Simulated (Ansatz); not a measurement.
# SnSe (Fm-3m) in Ansatz: a series of runs

One crystal, SnSe, is run at these levels: PBE, HSE06, PBE0; tasks: single point.

Everything below comes from runs of Ansatz 0.2.0. Logs are shortened: lines on timing, memory, paths and dates and some standing lists are left out, and cuts for length are marked.

## 1. The structure

It takes space group Fm-3m (No. 225, cubic). Conventional cell: a = 6.020 Å, b = 6.020 Å, c = 6.020 Å, α = 90.00°, β = 90.00°, γ = 90.00°. Sn (site symmetry m-3m) has 6 Se at 3.01 Å as nearest neighbours. Se (site symmetry m-3m) has 6 Sn at 3.01 Å as nearest neighbours.

Measurements of this composition are mostly on another form, of space group No. 62.

## 2. Single point, PBE

Contents of input.yaml:

```yaml
crystal:
  lattice:
    - [0.0, 3.01, 3.01]
    - [3.01, 0.0, 3.01]
    - [3.01, 3.01, 0.0]
  atoms:
    - { symbol: Sn, position: [0.0, 0.0, 0.0] }
    - { symbol: Se, position: [0.5, 0.5, 0.5] }
kpoints:
  mp_grid: { grid: [6, 6, 6] }
scf:
  occupations: { method: fermi_dirac, width: 0.05 }
hamiltonian:
  xc: pbe
  pseudopotentials: { kind: all_electron, datasets: crystal }
output:
  forces: true
  stress: true
  eigenvalues: true
  elf: true
  volumetric_format: npy
```

Potentials or basis: all-electron PAW datasets made for the crystal.

Command:

```
ansatz run input.yaml --threads 1 --pin off --max-ram 3072MiB --backend cpu --events-out ev --progress --plain --runs-dir out
```

Output:

```text
Warning: RAYON_NUM_THREADS=1 ignored (pool sized by the plan → 1); use --threads N
hamiltonian.pseudopotentials.datasets: crystal makes datasets for this crystal and solves the spheres of its atoms anew in each pass: cutoff 240.0 eV, the density's 960.0 eV; for an error of 0.50 meV an atom under PBE, 1.0 meV for the cell; an energy difference from a run of another recipe may be off by several times the error for the cell, under r2SCAN by more, where some 0.1 meV an atom stays at smaller errors; Se in spheres of 1.376 Å, 6 of its electrons in bands; Sn in spheres of 1.376 Å, 14 of its electrons in bands
Engine: ansatz 0.2.0, x86_64-unknown-linux-gnu
Pseudopotentials: kind: all_electron
Pseudopotential: Sn, paw, valence charge 14, recommended cutoff 240 eV (normal), crystal/all_electron/pbe/scalar/gaussian/Sn, Koelling and Harmon's equation, gaussian nucleus
Pseudopotential: Se, paw, valence charge 6, recommended cutoff 240 eV (normal), crystal/all_electron/pbe/scalar/gaussian/Se, Koelling and Harmon's equation, gaussian nucleus
Functional definition: PBE
  parameter kappa = 0.804
  parameter beta = 0.06672455060314922
  exchange = pbe_x(kappa = kappa, mu = beta*pi^2/3)
  correlation = pbe_c(beta = beta)
Crystal: 2 atoms, lattice volume = 54.542 Å³
Basis set: ecut = 240 eV, 459 PW (Γ), exchange–correlation on 48×48×48 points (8 copies of the dense FFT grid, shifted against one another)
Bands: 14, of which v1, the nominal top of the filled ones, is band 10 counted from 1 (9 counted from 0)
Symmetry: 48 space group operations
Space group: Fm-3m (ITA 225), of the structure as read, at distance tolerance 3.8e-5 Å
k-points: 16 of 216
Non-local potential: Sn, projectors of the file, l = 0: 1, l = 1: 1, l = 2: 2
Non-local potential: Se, projectors of the file, l = 0: 1, l = 1: 1
PAW form: soft (Blöchl's): semilocal exchange-correlation on the pseudo side does not see the compensation charge
PAW one-centre angular grid: Sn, 590 points (default); XC on its mesh's 1863 points in the sphere
PAW one-centre angular grid: Se, 110 points (default); XC on its mesh's 1903 points in the sphere
Initial density: superposition of atomic densities (neutral atoms: chi_scale 0, normalization atom)
Initial wavefunctions: pseudopotential atomic-orbital guess
Functional: x = pbe(κ = 0.804, μ = 0.2195149727645171), c = pbe(β = 0.06672455060314922)
iter 1 solved again at ethr=3.07e-3 eV; its pass at ethr=1.00e-1 eV (dr2=6.15e-1 eV) is discarded
SCF iter   1: F=—  HF=-234216.175190 eV  |F-HF|=—  |Δ(HF+E_count)|=         —  Δρ=2.27e-2  dr2=6.51e-1  ethr=3.07e-3  ⟨swp⟩=3.3  Hψ=1225  notcnv=0
preconditioner: auto → none  [insulator: Δε(μ)=0.411 eV  Ē_g=17.150 eV  σ=0.050 eV  W_gap=0.97  n_scr=14 (ndim 8)  ℏωp=22.5 eV  f_vac=0.000  D(μ)=0.02/eV (n_scr^D=0)  ε∞_Penn≈2.7]
SCF iter   2: F=—  HF=-234216.002812 eV  |F-HF|=—  |Δ(HF+E_count)|=   1.72e-1  Δρ=9.74e-3  dr2=6.49e-2  ethr=3.07e-3  ⟨swp⟩=3.0  Hψ=571  notcnv=0
SCF iter   3: F=—  HF=-234215.986345 eV  |F-HF|=—  |Δ(HF+E_count)|=   1.65e-2  Δρ=4.02e-3  dr2=7.45e-3  ethr=3.24e-4  ⟨swp⟩=3.1  Hψ=622  notcnv=0  defer=1
iter 4 solved again at ethr=9.10e-7 eV; its pass at ethr=3.73e-5 eV (dr2=1.82e-4 eV) is discarded
SCF iter   4: F=—  HF=-234215.988304 eV  |F-HF|=—  |Δ(HF+E_count)|=   1.96e-3  Δρ=5.46e-4  dr2=1.79e-4  ethr=9.10e-7  ⟨swp⟩=2.5  Hψ=935  notcnv=0  defer=1
SCF iter   5: F=—  HF=-234215.988315 eV  |F-HF|=—  |Δ(HF+E_count)|=   1.10e-5  Δρ=1.50e-4  dr2=1.96e-5  ethr=8.95e-7  ⟨swp⟩=2.9  Hψ=409  notcnv=0  defer=1
SCF iter   6: F=—  HF=-234215.988306 eV  |F-HF|=—  |Δ(HF+E_count)|=   9.17e-6  Δρ=2.90e-5  dr2=3.82e-7  ethr=9.82e-8  ⟨swp⟩=3.1  Hψ=470  notcnv=0  defer=1
SCF iter   7: F=—  HF=-234215.988304 eV  |F-HF|=—  |Δ(HF+E_count)|=   1.29e-6  Δρ=8.44e-6  dr2=4.18e-8  ethr=1.91e-9  ⟨swp⟩=3.1  Hψ=550  notcnv=0  defer=1
SCF iter   8: F=-234215.988304 eV  HF=-234215.988304 eV  |F-HF|=1.31e-9  |Δ(HF+E_count)|=   1.11e-7  Δρ=2.07e-6  dr2=2.58e-9  ethr=2.09e-10  ⟨swp⟩=3.1  Hψ=549  notcnv=0  defer=1
SCF 1 converged in 8 iterations: F = -234215.988306 eV  dr2 = 2.58e-9
  Residual-converged pass: ⟨swp⟩=2.2  Hψ=311  notcnv=0  max |occ|·‖R‖ = 5.2e-6 eV (tolerance 5.3e-6 eV)  dr2=2.59e-9  dr2_onsite=5.24e-9  max |Δocc| = 3.2e-10
SCF converged after 8 iterations
Free energy (F): -234215.988306 eV
Harris-Foulkes:  -234215.988306 eV  (|F-HF|=1.31e-9)
Internal energy: -234215.988228 eV  (E = F + TS)
E sigma→0 (E₀):  -234215.988267 eV
Entropy (-TS):   -0.000078 eV (-0.039 meV/atom)
Past the cutoff: the bands carry plane waves up to 1.75 times it, of which those up to 1.5 times it add -0.000272 eV an atom, each by itself; the spheres take 0.000434 eV an atom off the energy for waves past 1.75 times it
By the cutoff:   a pressure is off by up to 0.007 GPa (1.2 times the spheres' own share and the shells' term, over an atom's volume, and 0.004 GPa: a bound that held against runs at twice the plane waves)
Past the cutoffs: a stress includes 0.0016 GPa for waves and charges beyond them, in addition to the slope of what the spheres take
In the spheres:  the bands' charges fall short by 1.6e-7 e at most (sound up to 1e-3)
Fermi energy:    11.082335 eV
--- Per-component energies (eV) ---
  E_band       = -56.224287
  E_kinetic    = 182.902592
  E_local      = -1205.992614  (includes V_loc(G=0)·N_el)
  E_nonlocal   = 196.526850
  E_hartree    = 567.635207
  E_xc         = -124.568843
  E_vxc        = -153.169335  (∫ρ·V_xc dr)
  E_paw        = -235915.536714  (= ΣΔE_a)
  E_vpaw       = -3785.916524  (= ΣTr[D̂ρ^β])
  E_ewald      = -1491.108555
  E_smearing   = -0.000078  (= −TS)
  E_closure    = 3574.153850  (closes the sum)
  Σ components = -234215.988306   (vs F -234215.988306, Δ=0.00e0)
  The terms above E_closure are by the made datasets' own strengths, without shells solved beside the bands.
--- Forces (eV/Å), atoms counted from 1 ---
  atom   1  Sn    -0.00000000    -0.00000000     0.00000000
  atom   2  Se     0.00000000     0.00000000     0.00000000
  max |Σ_I F_I| component: 4.04e-30 eV/Å
--- Stress (GPa, compression-positive) ---
        0.599611      -0.000000      -0.000000
       -0.000000       0.599611      -0.000000
        0.000000      -0.000000       0.599611
  P = ⅓ Tr σ = 0.5996 GPa (5.996 kbar)
--- Band table (eV; the first three rows and the last of 16) ---
  k-point 0: bands = ["-10.8174", "-10.8174", "-10.8174", "-10.8155", "-10.8155", "-3.0821", "5.7276", "8.5991", "8.5991", "8.5991", "15.1174", "15.1174"]
  k-point 1: bands = ["-10.8180", "-10.8180", "-10.8168", "-10.8137", "-10.8137", "-2.8925", "4.8017", "8.6349", "8.6349", "9.3135", "13.7997", "13.9985"]
  k-point 2: bands = ["-10.8219", "-10.8219", "-10.8156", "-10.8074", "-10.8074", "-2.4395", "3.4026", "8.7515", "8.7515", "10.2305", "12.2226", "12.6157"]
  k-point 15: bands = ["-10.8375", "-10.8181", "-10.8124", "-10.8061", "-10.8000", "-1.8589", "4.0605", "5.6860", "6.5681", "9.0335", "13.4311", "14.8073"]
```

Run time: 4.5 s. Hardware: 1 thread of AMD EPYC 7R43 (Zen 3), shared host; peak memory 0.42 GiB.

What came out:

* Free energy: -234215.9883 eV
* Pressure: 0.6 GPa
* Band gap on the k mesh: 0.58 eV, direct

Caveat: spin-orbit coupling is left out, which moves the levels of the heavy elements. A k mesh can miss the band edges.

## 3. Single point, HSE06

input.yaml: that of step 2 with these lines changed.

```diff
@@ -13,3 +13,3 @@
 hamiltonian:
-  xc: pbe
+  xc: hse06
   pseudopotentials: { kind: all_electron, datasets: crystal }
@@ -18,4 +18 @@
   stress: true
-  eigenvalues: true
-  elf: true
-  volumetric_format: npy
```

Potentials or basis: all-electron PAW datasets made for the crystal.

Command:

```
ansatz run input.yaml --threads 1 --pin off --max-ram 3072MiB --backend cpu --events-out ev --progress --plain --runs-dir out
```

Output:

```text
Warning: RAYON_NUM_THREADS=1 ignored (pool sized by the plan → 1); use --threads N
hamiltonian.pseudopotentials.datasets: crystal makes datasets for this crystal and solves the spheres of its atoms anew in each pass: cutoff 270.0 eV, the density's 1080.0 eV;, for an error of 0.50 meV an atom under PBE, 1.0 meV for the cell; an energy difference from a run of another recipe may be off by several times the error for the cell, under r2SCAN by more, where some 0.1 meV an atom stays at smaller errors; Se in spheres of 1.376 Å, 6 of its electrons in bands; Sn in spheres of 1.376 Å, 14 of its electrons in bands
[... 2 set-up lines as earlier in the session ...]
Pseudopotential: Sn, paw, valence charge 14, recommended cutoff 270 eV (normal), crystal/all_electron/pbe/scalar/gaussian/Sn, Koelling and Harmon's equation, gaussian nucleus
Pseudopotential: Se, paw, valence charge 6, recommended cutoff 270 eV (normal), crystal/all_electron/pbe/scalar/gaussian/Se, Koelling and Harmon's equation, gaussian nucleus
Functional definition: HSE06
  parameter a = 0.25
  parameter omega = 0.11/bohr
  exchange = pbe_x - a*pbe_x_sr(omega) + a*exact_x_sr(omega)
  correlation = pbe_c
Crystal: 2 atoms, lattice volume = 54.542 Å³
Basis set: ecut = 270 eV, 537 PW (Γ), exchange–correlation on 48×48×48 points (8 copies of the dense FFT grid, shifted against one another)
Bands: 14, of which v1, the nominal top of the filled ones, is band 10 counted from 1 (9 counted from 0)
[... 2 set-up lines as earlier in the session ...]
k-points: 16 of 216
[... 7 set-up lines as earlier in the session ...]
Functional: x = pbe(κ = 0.804, μ = 0.2195149727645171) + 0.25 (exact − pbe) at short range (hse, ω = 0.20786987370883472 Å⁻¹), c = pbe(β = 0.06672455060314922); HSE06 as pw.x's `hse` composes it (authors' and Libxc's form: `xc: wpbeh`)
iter 1 solved again at ethr=3.07e-3 eV; its pass at ethr=1.00e-1 eV (dr2=6.15e-1 eV) is discarded
SCF iter   1: F=—  HF=-234216.175435 eV  |F-HF|=—  |Δ(HF+E_count)|=         —  Δρ=2.27e-2  dr2=6.51e-1  ethr=3.07e-3  ⟨swp⟩=3.2  Hψ=1227  notcnv=0
preconditioner: auto → none  [insulator: Δε(μ)=0.411 eV  Ē_g=17.149 eV  σ=0.050 eV  W_gap=0.97  n_scr=14 (ndim 8)  ℏωp=22.5 eV  f_vac=0.000  D(μ)=0.02/eV (n_scr^D=0)]
SCF iter   2: F=—  HF=-234216.003079 eV  |F-HF|=—  |Δ(HF+E_count)|=   1.72e-1  Δρ=9.75e-3  dr2=6.50e-2  ethr=3.07e-3  ⟨swp⟩=3.1  Hψ=574  notcnv=0  defer=1
SCF iter   3: F=—  HF=-234215.986549 eV  |F-HF|=—  |Δ(HF+E_count)|=   1.65e-2  Δρ=4.10e-3  dr2=7.59e-3  ethr=3.25e-4  ⟨swp⟩=3.1  Hψ=618  notcnv=0  defer=1
SCF iter   4: F=—  HF=-234215.986918 eV  |F-HF|=—  |Δ(HF+E_count)|=   3.69e-4  Δρ=1.36e-3  dr2=1.05e-3  ethr=3.80e-5  ⟨swp⟩=2.4  Hψ=394  notcnv=0  defer=1
iter 5 solved again at ethr=1.53e-7 eV; its pass at ethr=5.24e-6 eV (dr2=3.05e-5 eV) is discarded
SCF iter   5: F=—  HF=-234215.988319 eV  |F-HF|=—  |Δ(HF+E_count)|=   1.40e-3  Δρ=2.08e-4  dr2=2.99e-5  ethr=1.53e-7  ⟨swp⟩=2.6  Hψ=832  notcnv=0
SCF iter   6: F=—  HF=-234216.336514 eV  |F-HF|=—  |Δ(HF+E_count)|=         —  Δρ=4.69e-3  dr2=9.45e-3  ethr=1.49e-7  ⟨swp⟩=5.1  Hψ=1090  notcnv=0  defer=1
SCF iter   7: F=—  HF=-234216.336790 eV  |F-HF|=—  |Δ(HF+E_count)|=   2.76e-4  Δρ=1.68e-3  dr2=1.23e-3  ethr=1.49e-7  ⟨swp⟩=4.0  Hψ=746  notcnv=0
SCF iter   8: F=—  HF=-234216.334713 eV  |F-HF|=—  |Δ(HF+E_count)|=   2.08e-3  Δρ=2.00e-4  dr2=3.77e-5  ethr=1.49e-7  ⟨swp⟩=4.1  Hψ=648  notcnv=0
SCF iter   9: F=—  HF=-234216.334968 eV  |F-HF|=—  |Δ(HF+E_count)|=   2.55e-4  Δρ=8.25e-5  dr2=2.16e-6  ethr=1.49e-7  ⟨swp⟩=3.1  Hψ=582  notcnv=0
SCF iter  10: F=—  HF=-234216.334988 eV  |F-HF|=—  |Δ(HF+E_count)|=   1.97e-5  Δρ=2.00e-5  dr2=1.35e-7  ethr=1.08e-8  ⟨swp⟩=3.1  Hψ=441  notcnv=0
SCF iter  11: F=—  HF=-234216.334989 eV  |F-HF|=—  |Δ(HF+E_count)|=   1.80e-6  Δρ=3.27e-6  dr2=6.18e-9  ethr=6.74e-10  ⟨swp⟩=3.1  Hψ=476  notcnv=0
SCF iter  12: F=-234216.334989 eV  HF=-234216.334989 eV  |F-HF|=8.15e-10  |Δ(HF+E_count)|=   3.78e-7  Δρ=7.13e-7  dr2=6.01e-10  ethr=3.09e-11  ⟨swp⟩=3.1  Hψ=469  notcnv=0
SCF 1 converged in 12 iterations: F = -234216.334990 eV  dr2 = 6.01e-10
  Residual-converged pass: ⟨swp⟩=2.6  Hψ=361  notcnv=0  max |occ|·‖R‖ = 5.2e-6 eV (tolerance 5.3e-6 eV)  dr2=9.17e-10  dr2_onsite=1.25e-9  max |Δocc| = 2.4e-6
hybrid outer 1: dexx = +9.465e-12 eV
hybrid SCF converged: 1 outer / 12 inner (+0 warm-up), last move |dexx| = 9.47e-12 eV
Stability not checked: this state was not tested for a lower state beside it, because the functional holds exact exchange (a hybrid, or Hartree-Fock), whose exchange loop this test does not read (fock_operator; see scf.lower_state_search)
Free energy (F): -234216.334990 eV
Harris-Foulkes:  -234216.334990 eV  (|F-HF|=8.15e-10)
Internal energy: -234216.334655 eV  (E = F + TS)
E sigma→0 (E₀):  -234216.334823 eV
Entropy (-TS):   -0.000336 eV (-0.168 meV/atom)
Past the cutoff: the bands carry plane waves up to 1.75 times it, of which those up to 1.5 times it add -0.000163 eV an atom, each by itself; the spheres take 0.000454 eV an atom off the energy for waves past 1.75 times it
Past the cutoffs: a stress includes 0.0004 GPa for waves and charges beyond them, in addition to the slope of what the spheres take
In the spheres:  the bands' charges fall short by 4.3e-6 e at most (sound up to 1e-3)
Fermi energy:    11.099304 eV
--- Per-component energies (eV) ---
  E_band       = -89.444721
  E_kinetic    = 180.564058
  E_local      = -1205.723953  (includes V_loc(G=0)·N_el)
  E_nonlocal   = 198.462053
  E_hartree    = 567.592136
  E_xc         = -100.794881
  E_vxc        = -122.397447  (∫ρ·V_xc dr)
  E_exx        = -45.986232  (= α·E_x^exact, valence–valence)
  E_paw        = -235814.276652  (= ΣΔE_a)
  E_vpaw       = -3678.498235  (= ΣTr[D̂ρ^β])
  E_ewald      = -1491.108555
  E_smearing   = -0.000336  (= −TS)
  E_closure    = 3494.937372  (closes the sum)
  Σ components = -234216.334990   (vs F -234216.334990, Δ=0.00e0)
  The terms above E_closure are by the made datasets' own strengths, without shells solved beside the bands.
--- Forces (eV/Å), atoms counted from 1 ---
  atom   1  Sn     0.00000000    -0.00000000    -0.00000000
  atom   2  Se     0.00000000     0.00000000    -0.00000000
  max |Σ_I F_I| component: 7.08e-18 eV/Å
--- Stress (GPa, compression-positive) ---
       -0.590924       0.000000       0.000000
       -0.000000      -0.590924       0.000000
        0.000000       0.000000      -0.590924
  P = ⅓ Tr σ = -0.5909 GPa (-5.909 kbar)
--- Band table (eV; the first three rows and the last of 16) ---
  k-point 0: bands = ["-13.2967", "-13.2967", "-13.2891", "-13.2891", "-13.2891", "-4.7979", "5.2021", "8.0249", "8.0249", "8.0249", "15.6325", "15.6325"]
  k-point 1: bands = ["-13.2986", "-13.2986", "-13.2885", "-13.2865", "-13.2865", "-4.5836", "4.0439", "8.0642", "8.0642", "8.9566", "14.1463", "14.3549"]
  k-point 2: bands = ["-13.3032", "-13.3032", "-13.2875", "-13.2804", "-13.2804", "-4.0684", "2.3895", "8.1863", "8.1863", "10.1083", "12.3777", "12.8279"]
  k-point 15: bands = ["-13.3214", "-13.2946", "-13.2898", "-13.2778", "-13.2716", "-3.4009", "3.1587", "4.8066", "5.7878", "8.6078", "13.7389", "15.1101"]
```

Run time: 2.1 min. Hardware: 1 thread of AMD EPYC 7R43 (Zen 3), shared host; peak memory 0.84 GiB.

Results:

- Free energy: -234216.3350 eV
- Pressure: -0.6 GPa
- Band gap on the k mesh: 0.40 eV, direct

Caveat: spin-orbit coupling is left out, which moves the levels of the heavy elements.

## 4. Single point, PBE0

input.yaml: that of step 3 with these lines changed.

```diff
@@ -13,3 +13,3 @@
 hamiltonian:
-  xc: hse06
+  xc: pbe0
   pseudopotentials: { kind: all_electron, datasets: crystal }
```

Command:

```
ansatz run input.yaml --threads 1 --pin off --max-ram 3072MiB --backend cpu --events-out ev --progress --plain --runs-dir out
```

It took 2.3 min on 1 thread of AMD EPYC 7R43 (Zen 3), shared host; peak memory 0.84 GiB.

It converged, with:

* Free energy: -234215.4909 eV
* Pressure: -0.5 GPa
* Band gap on the k mesh: 0.63 eV, direct

Levels at points of the mesh, in eV from the valence-band top:
```
             k point  band 8  band 9  band 10  band 11  band 12
  (0.00, 0.00, 0.00)   -3.14   -3.14    -3.14     5.22     5.22
 (0.00, 0.00, -0.50)   -2.85   -2.85     0.00     0.63     1.71
(0.00, -0.50, -0.50)   -6.82   -4.75    -4.75     3.54     6.36
```

Caveat: spin-orbit coupling is left out, which moves the levels of the heavy elements.

## 5. Summary

```csv
level,cutoff (eV),gap on the mesh (eV),pressure (GPa)
PBE,240,0.58,0.6
HSE06,270,0.40,-0.6
PBE0,270,0.63,-0.5
```

Alike in all rows: task single point; potentials or basis all-electron PAW datasets made for the crystal; no spin polarisation; cell as given; k mesh 6 × 6 × 6; smearing fermi-dirac 0.05 eV.

On the cell as given the gap runs from 0.40 eV (HSE06) to 0.63 eV (PBE0). The pressure there spans -0.6 GPa (HSE06) to 0.6 GPa (PBE); a positive pressure means that this level wants a larger cell, a negative one a smaller.

Caveats: spin-orbit coupling is left out, which moves the levels of the heavy elements.

Compare energies only between runs with the same functional and basis.
